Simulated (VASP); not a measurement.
# Ni₃Si: energy at fixed spin moment

Ni₃Si, Pm-3m (no. 221), 4 atoms in the cell. PBE, fixed spin moment; PAW potentials Ni, Si (PBE set).

Volume against the source cell: 1.

## Input

INCAR.step1:
```
SYSTEM = SiNi3
PREC = Accurate
ENCUT = 450
EDIFF = 1E-7
NELM = 200
ALGO = Normal
ISMEAR = 1
SIGMA = 0.1
LREAL = .False.
LASPH = .True.
LMAXMIX = 4
LORBIT = 11
LWAVE = .False.
LCHARG = .False.
GGA = PE
ISPIN = 2
ISIF = 2
NUPDOWN = 0.0
MAGMOM = 0 0 0 0
```

INCAR.step2, as INCAR.step1 but for:
```
- NUPDOWN = 0.0
- MAGMOM = 0 0 0 0
+ NUPDOWN = 0.49
+ MAGMOM = 0.1625 0.1625 0.1625 0
```

INCAR.step3 to INCAR.step9 change the same tags again: MAGMOM = 0.325 0.325 0.325 0, 0.4875 0.4875 0.4875 0, 0.65 0.65 0.65 0, 0.8125 0.8125 0.8125 0, 0.975 0.975 0.975 0, 1.1375 1.1375 1.1375 0, 1.3 1.3 1.3 0; NUPDOWN = 0.98, 1.46, 1.95, 2.44, 2.92, 3.41, 3.9.

INCAR.step10, as INCAR.step9 but for:
```
- NUPDOWN = 3.9
```

KPOINTS:
```
k-points
0
Gamma
  12 12 12
```

POSCAR:
```
SiNi3
1.0
    3.5420000000      0.0000000000      0.0000000000
    0.0000000000      3.5420000000      0.0000000000
    0.0000000000      0.0000000000      3.5420000000
Ni Si
3 1
Direct
    0.5000000000      0.5000000000      0.0000000000
    0.5000000000      0.0000000000      0.5000000000
    0.0000000000      0.5000000000      0.5000000000
    0.0000000000      0.0000000000      0.0000000000
```

Commands (each step's output is kept before the next begins):
```
cat potpaw_PBE.64/Ni/POTCAR potpaw_PBE.64/Si/POTCAR > POTCAR
cp INCAR.step1 INCAR
mpirun -np 4 vasp_std > vasp.out
rm WAVECAR CHG
cp INCAR.step2 INCAR
mpirun -np 4 vasp_std > vasp.out
rm WAVECAR CHG
cp INCAR.step3 INCAR
mpirun -np 4 vasp_std > vasp.out
rm WAVECAR CHG
cp INCAR.step4 INCAR
mpirun -np 4 vasp_std > vasp.out
rm WAVECAR CHG
cp INCAR.step5 INCAR
mpirun -np 4 vasp_std > vasp.out
rm WAVECAR CHG
cp INCAR.step6 INCAR
mpirun -np 4 vasp_std > vasp.out
rm WAVECAR CHG
cp INCAR.step7 INCAR
mpirun -np 4 vasp_std > vasp.out
rm WAVECAR CHG
cp INCAR.step8 INCAR
mpirun -np 4 vasp_std > vasp.out
rm WAVECAR CHG
cp INCAR.step9 INCAR
mpirun -np 4 vasp_std > vasp.out
rm WAVECAR CHG
cp INCAR.step10 INCAR
mpirun -np 4 vasp_std > vasp.out
```

## Result

- Moment at the minimum, by a parabola in the squared moment through the lowest point and its neighbours (muB per cell): 0.00
- Energy there by the same parabola, against the smallest moment (meV/atom): 0.0
- Moment left free (muB per cell): 0.00

Energy at fixed total moment:

| Moment (muB per cell) | Energy (meV/atom) | Pressure (GPa) |
|---|---|---|
| 0.00 | 0.0 | -6.1 |
| 0.49 | 11.2 | -5.9 |
| 0.98 | 38.2 | -5.0 |
| 1.46 | 70.5 | -3.8 |
| 1.95 | 116.6 | -2.5 |
| 2.44 | 186.3 | -0.8 |
| 2.92 | 278.1 | 1.2 |
| 3.41 | 397.6 | 4.0 |
| 3.90 | 546.9 | 7.3 |

VASP 6.6.1 took 270 s on 4 cores (Intel Xeon Platinum 8559C (Emerald Rapids)), a shared host.
